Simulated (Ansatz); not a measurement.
H interstitial in SnSe

Level of theory: DFT PBE, scalar-relativistic, plane waves, PAW in Ansatz 0.2.0. (420 eV cutoff, 2×2×2 k-mesh, Gaussian smearing of 0.01 eV, collinear spin in charge 0 alone)

Host crystal, relaxed:

```
Sn Se
1.0
    11.78476    0.00000    0.00000
     0.00000    4.20539    0.00000
     0.00000    0.00000    4.56728
Sn Se
4 4
Direct
  0.62118 0.75000 0.38360
  0.87882 0.25000 0.88360
  0.37882 0.25000 0.61640
  0.12118 0.75000 0.11640
  0.14515 0.25000 0.52391
  0.64515 0.25000 0.97609
  0.35485 0.75000 0.02391
  0.85485 0.75000 0.47609
```

Supercell of 32 atoms, rows in host cell vectors: 0 0 2; 0 2 -1; -1 0 0. Atoms relax at the host's cell, keeping the symmetry that the supercell leaves at the site. The cell is small, so energies carry finite-size errors of tenths of an eV. The host's Kohn–Sham gap is 0.62 eV. Atoms are taken from and returned to the elements' standard states. Charged cells are corrected for image charges with the computed static dielectric tensor (mean 36.3) and aligned with the host's potential at far atoms (alignment terms reach 0.03 eV; the program doubts the alignment in some charges, where it is up to 0.03 eV). No band-filling term is added, and the Fermi level counts from the host's valence band top.

Starting moments were lost in some runs.

Defect: H interstitial at (0.250, 0.250, 0.050) of the host cell.

(1) What is the formation energy of the neutral defect?

(2) Does the neutral defect carry a moment, and how do its surroundings relax?

(3) Charges +1, 0, -1 were computed. Which is stable where in the gap?

Results:

(1) 1.75 eV.

(2) It adds no moment. The nearest neighbours before are 2 Se at 2.44 Å, 1 Se at 2.49 Å, 1 Sn at 2.50 Å, 2 Sn at 2.61 Å, 1 Se at 2.70 Å; after relaxation the atoms near the site are 1 Sn at 1.97 Å, 2 Sn at 2.35 Å, 1 Se at 2.64 Å, 1 Se at 2.82 Å, 2 Se at 2.89 Å; the largest move is 0.55 Å.

(3) Among the charges computed the stable one is 0 at the valence band top, changing to -1 at 0.02 eV. In charge +1 the extra carrier would gain by moving to a band edge of the host, so it isn't bound in the gap, though by less than the errors named above. In charge +1, 0 the cell has partly filled bands: a level of the defect may be part filled, the carrier may sit in the host's bands, or levels may cross between the k points, so transitions that involve it are doubtful. Other sites of the defect weren't tried. Levels between neighbouring charges: (+1/0) -0.24 eV, (0/-1) 0.02 eV.